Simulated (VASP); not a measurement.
# Settings for SnSe: relaxation of the atoms

SnSe, P1 (no. 1), 8 atoms in the cell. PBE; PAW potentials Sn_d, Se (PBE set). VASP 6.6.1.

Wanted: energy within 2 meV/atom; shortest distances from each atom, periodic images included within 0.005 Å.

What the run is for: geometry; Accuracy asked: standard.

POSCAR:
```
SnSe
1.0
   11.4200000000      0.0000000000      0.0000000000
    0.0000000000      4.1900000000      0.0000000000
    0.0000000000      0.0000000000      4.4600000000
Sn Se
4 4
Direct
    0.8792390000      0.7418350000      0.9386250000
    0.6190730000      0.2602440000      0.4312710000
    0.3724160000      0.7550440000      0.5734220000
    0.1070690000      0.2636410000      0.0806340000
    0.6395380000      0.7440930000      0.9874910000
    0.8619550000      0.2607880000      0.4901130000
    0.1435460000      0.7605200000      0.5018410000
    0.3607310000      0.2228750000      0.0055550000
```

The series start from Plane-wave cutoff (eV): 310; k-point mesh: 2 × 3 × 3; Ionic threshold (EDIFFG): -0.01; Electronic threshold (eV): 1e-6; Precision mode (PREC): Accurate; Relaxation algorithm: IBRION=2; Electronic steps between moves: NELMIN=4 ALGO=Normal. Each series keeps the choices made before it, and each single choice may use up half of a tolerance.

## Plane-wave cutoff (eV)

| Plane-wave cutoff (eV) | Energy less reference (meV/atom) | Shortest distances from each atom, periodic images included, largest deviation (Å) | Time (s) |
|---|---|---|---|
| 220 | 11.9 | 0.0020 | 88 |
| 240 | 2.1 | 0.0031 | 112 |
| 280 | 0.7 | 0.0011 | 119 |
| 310 | 0.6 | 0.0006 | 145 |
| 380 | 0.4 | 0.0024 | 186 |
| 480 (reference) | 0.0 | 0.0000 | 247 |

Chosen: 280, the loosest value from which every tighter one stays within half of the tolerance.

## k-point mesh

| k-point mesh | Energy less reference (meV/atom) | Shortest distances from each atom, periodic images included, largest deviation (Å) | Time (s) |
|---|---|---|---|
| 1 × 2 × 2 | 114.9 | 0.1623 | 32 |
| 1 × 3 × 3 | 56.6 | 0.0235 | 42 |
| 2 × 3 × 3 | -2.5 | 0.0112 | 119 |
| 2 × 4 × 4 | -6.6 | 0.0132 | 115 |
| 2 × 5 × 5 (reference) | 0.0 | 0.0000 | 154 |

Chosen: 2 × 5 × 5; the next looser run is off by more than half of the tolerance, so convergence isn't shown beyond this value.

## Ionic threshold (EDIFFG)

| Ionic threshold (EDIFFG) | Energy less reference (meV/atom) | Shortest distances from each atom, periodic images included, largest deviation (Å) | Time (s) |
|---|---|---|---|
| -0.1 | 1.6 | 0.0271 | 57 |
| -0.05 | 0.7 | 0.0215 | 74 |
| -0.02 | 0.0 | 0.0041 | 133 |
| -0.01 | 0.0 | 0.0019 | 154 |
| -0.005 | 0.0 | 0.0009 | 194 |
| -0.002 (reference) | 0.0 | 0.0000 | 239 |

Chosen: -0.01.

## Electronic threshold (eV)

| Electronic threshold (eV) | Energy less reference (meV/atom) | Shortest distances from each atom, periodic images included, largest deviation (Å) | Time (s) |
|---|---|---|---|
| 0.0001 | 0.0 | 0.0038 | 142 |
| 1e-5 | 0.0 | 0.0038 | 155 |
| 1e-6 | 0.0 | 0.0013 | 154 |
| 1e-7 (reference) | 0.0 | 0.0000 | 130 |

Chosen: 1e-6.

## Precision mode (PREC)

| Precision mode (PREC) | Energy less reference (meV/atom) | Shortest distances from each atom, periodic images included, largest deviation (Å) | Time (s) |
|---|---|---|---|
| Normal | -0.3 | 0.0027 | 81 |
| Accurate (reference) | 0.0 | 0.0000 | 154 |

Chosen: Accurate; the one before it in the list is off by more than half of the tolerance.

## Relaxation algorithm

| Relaxation algorithm | Energy less reference (meV/atom) | Shortest distances from each atom, periodic images included, largest deviation (Å) | Time (s) |
|---|---|---|---|
| IBRION=2 | 0.0 | 0.0000 | 154 |
| IBRION=2 POTIM=0.2 | 0.0 | 0.0010 | 160 |
| IBRION=2 POTIM=0.8 | 0.0 | 0.0011 | 146 |
| IBRION=1 | 0.0 | 0.0043 | 134 |
| IBRION=1 POTIM=0.2 | 0.0 | 0.0028 | 154 |
| IBRION=1 POTIM=0.3 NFREE=10 | 0.0 | 0.0031 | 112 |
| IBRION=3 POTIM=0.2 SMASS=0.4 | 0.1 | 0.0056 | 166 |
| IBRION=3 POTIM=0.3 | 0.1 | 0.0050 | 131 |

Chosen: IBRION=2; no other choice that stays within half of the tolerance saves 30 % of the time.

## Electronic steps between moves

| Electronic steps between moves | Energy less reference (meV/atom) | Shortest distances from each atom, periodic images included, largest deviation (Å) | Time (s) |
|---|---|---|---|
| NELMIN=4 ALGO=Normal | 0.0 | 0.0000 | 154 |
| ALGO=Normal | 0.0 | 0.0007 | 154 |
| NELMIN=4 MAXMIX=40 ALGO=Normal | 0.0 | 0.0008 | 165 |
| NELMIN=4 ALGO=Fast | 0.0 | 0.0015 | 194 |
| NELMIN=4 MAXMIX=40 ALGO=Fast | 0.0 | 0.0032 | 208 |

Chosen: NELMIN=4 ALGO=Normal.

## All choices together

| Input | Energy less reference (meV/atom) | Shortest distances from each atom, periodic images included, largest deviation (Å) | Time (s) |
|---|---|---|---|
| the program's defaults (naive) | -0.5 | 0.0212 | 19 |
| chosen settings | 0.7 | 0.0023 | 154 |
| reference settings throughout | 0.0 | 0.0000 | 398 |

The chosen settings stay within the tolerance of the reference run, but the reference itself isn't shown to be converged in: k-point mesh.

## The input

INCAR:
```
SYSTEM = SnSe
ALGO = Normal
EDIFF = 1E-6
EDIFFG = -0.01
EFERMI = MIDGAP
ENCUT = 280
GGA = PE
GGA_COMPAT = .FALSE.
IBRION = 2
ISIF = 2
ISMEAR = 0
KPAR = 8
LASPH = .TRUE.
LCHARG = .FALSE.
LREAL = .FALSE.
LWAVE = .FALSE.
NELM = 120
NELMIN = 4
NSW = 120
PREC = Accurate
SIGMA = 0.03
```

KPOINTS:
```
Automatic mesh
0
Gamma
  2 5 5
  0 0 0
```

Commands:
```
cat potpaw_PBE.64/Sn_d/POTCAR potpaw_PBE.64/Se/POTCAR > POTCAR
mpirun -np 8 vasp_std > vasp.out
```

The chosen input took VASP 6.6.1 154 s on 8 cores (Intel Xeon 6975P-C (Granite Rapids)), a shared host.

## An input that fails: force threshold below the noise of the forces

It gives no converged result.

Changes against the starting input:
```
- NSW = 120
- PREC = Accurate
- EDIFF = 1e-06
- NELM = 120
- EDIFFG = -0.01
- NELMIN = 4
+ NSW = 30
+ PREC = Low
+ EDIFF = 0.001
+ NELM = 50
+ EDIFFG = -0.0001
```
